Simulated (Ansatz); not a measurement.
# Si: the cost of one run

Program: Ansatz 0.2.0. Level of theory: DFT LDA, scalar-relativistic, plane waves, PAW. These are calculated values, not measurements.

1 further run of the same task is left out (set aside as unsound or not needed). Runs told in other sessions of the task aren't counted.

## Step 1: The starting structure

Symmetry: P6_3/mmc, No. 194, hexagonal system. Conventional cell: a = 3.802 Å, b = 3.802 Å, c = 6.289 Å, α = 90.00°, β = 90.00°, γ = 120.00°. Si (site symmetry 3m) has 4 Si at 2.33 to 2.35 Å in its first shell of neighbours.

Structure file:

```cif
data_structure
_symmetry_space_group_name_H-M 'P6_3/mmc'
_symmetry_Int_Tables_number 194
_cell_length_a 3.8020
_cell_length_b 3.8020
_cell_length_c 6.2891
_cell_angle_alpha 90.000
_cell_angle_beta 90.000
_cell_angle_gamma 120.000
_cell_volume 78.73
loop_
_atom_site_label
_atom_site_type_symbol
_atom_site_symmetry_multiplicity
_atom_site_Wyckoff_symbol
_atom_site_fract_x
_atom_site_fract_y
_atom_site_fract_z
_atom_site_occupancy
Si1 Si 4 f 0.33333 0.66667 0.06303 1
```

It goes back to an entry of the Materials Project, which need not be the stable form.

This cell was relaxed beforehand with the same method: volume 19.68 Å³/atom, gap on the mesh 0.27 eV.

## Step 2: The reference: the undisturbed cell on the scan's mesh

File input.yaml:

```yaml
crystal:
  lattice:
    - [3.8019754738, 0.0, 0.0]
    - [-1.9009877369, 3.2926073448, 0.0]
    - [0.0, 0.0, 6.2891202194]
  atoms:
    - { symbol: Si, position: [0.3333333333, 0.6666666667, 0.0630332926] }
    - { symbol: Si, position: [0.6666666667, 0.3333333333, 0.5630332926] }
    - { symbol: Si, position: [0.3333333333, 0.6666666667, 0.4369667074] }
    - { symbol: Si, position: [0.6666666667, 0.3333333333, 0.9369667074] }
basis:
  ecutwfc: 420
kpoints:
  mp_grid: { grid: [12, 12, 6] }
hamiltonian:
  xc: lda
scf:
  occupations: { method: gaussian, width: 0.03 }
output:
  forces: true
  stress: true
  eigenvalues: true
  write_density: true
  write_potential: true
  elf: true
  volumetric_format: npy
```

Command:

```
ansatz run input.yaml --threads 1 --pin off --max-ram 2560MiB --backend cpu --events-out ev --progress --plain --runs-dir out
```

Q: Estimate wall time and peak memory on 1 thread of Intel Xeon Platinum 8375C at 2.90GHz (Ice Lake), shared host.

About 4.7 s, with a peak of 0.39 GiB.
